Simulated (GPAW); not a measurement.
## How MgO (Periclase) absorbs and reflects light

Wanted: where MgO (Periclase) starts to absorb, how strongly, and its refractive index. The cell comes from an older database entry, whose edges can differ from later determinations, mostly by under a per cent.

Method: DFT, PBE, plane-wave PAW (GPAW data sets), scalar-relativistic, RPA, optical limit, in GPAW 26.7.0.

The database entry behind the starting cell differs from later determinations by our own check (about 0.1 % long), so it need not match the best structure at ambient conditions.

## 1. The structure

It takes space group Fm-3m (No. 225, cubic). The conventional cell has a = 4.217 Å, b = 4.217 Å, c = 4.217 Å, α = 90.00°, β = 90.00°, γ = 90.00°. Mg has 6 O at 2.11 Å nearest. O has 6 Mg at 2.11 Å nearest. Farther neighbours and most contacts between anions are not listed.

Coordinates:

```
Mg O
1.0
     0.00000    2.10850    2.10850
     2.10850    0.00000    2.10850
     2.10850    2.10850    0.00000
Mg O
1 1
Direct
  0.00000 0.00000 0.00000
  0.50000 0.50000 0.50000
```

## 2. Dielectric function, RPA

Transitions between filled and empty bands, summed over the zone, give the optical response, so mesh, band count and broadening shape it.

The induced potential is part of this response.

File df.py:

```python
from gpaw.response.df import DielectricFunction

df = DielectricFunction('full.gpw', frequencies={'type': 'nonlinear', 'domega0': 0.03, 'omega2': 8},
                        ecut=50,
                        eta=0.15,
                        nbands=20,
                        txt='df.txt')
for direction in ['x']:
    df.get_dielectric_function(xc='RPA', direction=direction, filename=f'df_{direction}.csv')
```

On the command line:

```
> OMP_NUM_THREADS=1 python df.py
```

What does the calculation give for the electronic dielectric constant ε∞, mean over x, y and z (RPA)?

At this level (PBE, RPA) MgO has ε∞ = 3.04 and n = 1.75 at 1550 nm, and Im ε peaks at 11.0 eV. Local fields change the static value along x from 3.17 to 3.04 (-4 %). Distinct maxima of Im ε, read by a parabola through the highest points, lie at 8.91 eV (3.5), 9.37 eV (3.1), 10.16 eV (3.2) and 11.04 eV (4.6).

| Quantity | Value |
| --- | --- |
| electronic dielectric constant ε∞, mean over x, y and z (by symmetry where fewer were run) (RPA) | 3.04 |
| main peak of Im epsilon, first axis | 11.0 eV |

Excitons and phonon-assisted transitions are missing; PBE gaps are as a rule too small, which pulls the onset down and ε∞ up. The sum runs over mesh points, so small or evenly spaced maxima can still be ripples of the mesh. In this version of GPAW the matrix elements of the optical limit are incomplete, which can lower ε − 1 by up to a tenth where first-row anions or d states rule, and shift it by more in d metals.

[Machine, clock and banner lines and Python warnings are left out of the logs.]

[Logs are printed without paths, hosts, clocks, repeated set-up lines and the standing remarks that a program may print on its own settings, such as how far it seeks lower states.]

[Hosts, paths, dates, database ids (printed as entryN), source tags and the programs' standing remarks are cut or masked in the printed files.]
